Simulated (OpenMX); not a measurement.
**SiO and the effect of the choice of potentials or basis**

```
Si O
1.0
     2.80697    0.00000    0.00000
     0.00000    2.80697    0.00000
     0.00000    0.00000    2.80697
Si O
1 1
Direct
  0.00000 0.00000 0.00000
  0.50000 0.50000 0.50000
```

The cell comes from a database or a generator and needn't be the stable form of this composition.

Kept alike: task band structure; functional PBE; k mesh 7 × 7 × 7; occupations fermi-dirac, width 0.05 eV; no spin polarisation. Program: OpenMX. The mesh is that of the run's cell of 2 atoms. No spin-orbit coupling.

```csv
choice of potentials or basis,pressure (GPa)
"OpenMX 2013 PBE set, Si7.0-s2p1d1, O6.0-s2p2, grid cutoff 400 Ry",2.86
"OpenMX 2013 PBE set, Si7.0-s2p2d1, O6.0-s2p2d1, grid cutoff 400 Ry",0.00
"OpenMX 2013 PBE set, Si7.0-s3p3d2, O6.0-s3p2d2, grid cutoff 400 Ry",0.28
```

Pressure is positive in compression. For a metal such a mesh leaves the last digits unconverged.

The pressure runs from 0.00 (OpenMX 2013 PBE set, Si7.0-s2p2d1, O6.0-s2p2d1, grid cutoff 400 Ry) to 2.86 GPa (OpenMX 2013 PBE set, Si7.0-s2p1d1, O6.0-s2p2, grid cutoff 400 Ry).

At this fixed CsCl-type cell, the smallest basis gives a compressive pressure of 2.86 GPa, whereas the two richer sets give 0.00 and 0.28 GPa. The smallest set would therefore favour a larger volume. The likely reason is its limited variational freedom: without d functions on O and with only one radial p function on Si, the density cannot adjust fully in the Si–O bonding region, which weakens the cohesion that draws the lattice together. Since both additions are made in the same step, their separate contributions cannot be resolved.

The sequence is not monotonic, as the largest basis brings back a small compressive pressure. The vanishing value for the intermediate set is thus no sign of basis convergence; it probably means that the cell was relaxed with that set. The closeness of the two richer sets suggests that most of the basis effect on the equilibrium volume is captured by the intermediate one, but it does not establish similar convergence of the band energies.
